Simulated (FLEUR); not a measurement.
ZnS (Wurtzite-2H) under changes of volume

One of the cells (19.603 Å³/atom); the others are scaled copies at fixed shape and fractional positions:

```
CELL_PARAMETERS angstrom
3.81100 0.00000 0.00000
-1.90550 3.30042 0.00000
0.00000 0.00000 6.23400
ATOMIC_POSITIONS crystal
Zn 0.66667 0.33333 0.50000
Zn 0.33333 0.66667 0.00000
S 0.66667 0.33333 0.88500
S 0.33333 0.66667 0.38500
```

| Item | Value |
| --- | --- |
| Program | FLEUR MaX-R8.1 (later development tree) |
| Functional | PBEsol |
| Potentials or basis | all-electron |
| Basis | FLAPW |
| Kmax | 5.33 1/bohr |
| k mesh | 8 × 8 × 5 |
| Occupations | fermi-dirac, width 0.05 eV |
| Spin | no spin polarisation |

```tsv
volume (Å³/atom)	energy over the lowest point (meV/atom)	gap on the mesh (eV)
18.427	9.80	2.40
18.819	2.68	2.31
19.211	0.00	2.21
19.603	1.29	2.11
19.995	6.13	2.02
20.387	?	?
20.779	25.02	1.85
```

Question: What does the run at 20.387 Å³/atom give?

Answer: Energy over the lowest point 14.15 meV/atom; gap on the mesh 1.93 eV.

Worked out: A Birch-Murnaghan fit of order 3 (a polynomial in V^(-2/3)) to the other rows has its minimum at 19.27 Å³/atom with B0 = V·E''(V) = 78 GPa and B' = 4.5 at fixed shape and positions, which overstates the stiffness. It gives 14.15 meV/atom at 20.387 Å³/atom, against the run's 14.15. A straight line through the other rows of the gap, of slope -4.63 eV per unit of ln V (its deformation potential), gives 1.93 eV, against the run's 1.93.

Energies are extrapolated to zero smearing.
